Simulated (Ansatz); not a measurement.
Relaxed SrF$_{2}$ (fluorite):

```
SrF2
1.0
    0.00000     5.85727     5.85727
    2.92864     2.92864     5.85727
    2.92864     2.92864     0.00000
Sr F
2 4
Direct
  0.00000   0.00000   0.00000
  0.50000   0.00000   0.00000
  0.00000   0.25000   0.25000
  0.50000   0.25000   0.25000
  0.00000   0.75000   0.75000
  0.50000   0.75000   0.75000
```

A phonon eigenvector at X = (0.5, 0.5, 0.0) is frozen into this cell: atom i moves by Q times the vector below, so Q is the largest atomic displacement, in Å. The cell is held. (q is in reciprocal vectors of the primitive cell; the cell shown is doubled to hold the pattern.)

```
atom      x      y       z
----  -----  -----  ------
Sr1   0.000  0.000  -1.000
Sr2   0.000  0.000   1.000
```

Atoms not listed stay in place.

Calculation: PBE (plane waves to 420 eV, PAW, scalar-relativistic; Ansatz, an electronic-structure program). k mesh 10×10×10 (Γ-centred), Fermi-Dirac smearing 0.05 eV. The energy includes the smearing's −TS. SrF2 was relaxed with its symmetry unable to fall. ΔE is measured from the undisplaced structure.

| Q (Å) | ΔE (meV/cell) |
|---|---|
| -0.100 | 125.7 |
| -0.067 | 55.9 |
| -0.033 | 14.0 |
| 0.000 | 0.0 |
| 0.033 | 14.0 |
| 0.067 | 55.9 |
| 0.100 | 125.7 |

Task: Which DFPT wavenumber at X = (0.5, 0.5, 0.0) belongs to this mode?
A) 198 cm⁻¹
B) 119 cm⁻¹
C) 340 cm⁻¹
D) 270 cm⁻¹

Result: A, 198 cm⁻¹. The curvature of the scan gives 198 cm⁻¹

(A displaced cell: forces are minus the slopes of the energy, force constants its curvatures, and phonons follow from these.)
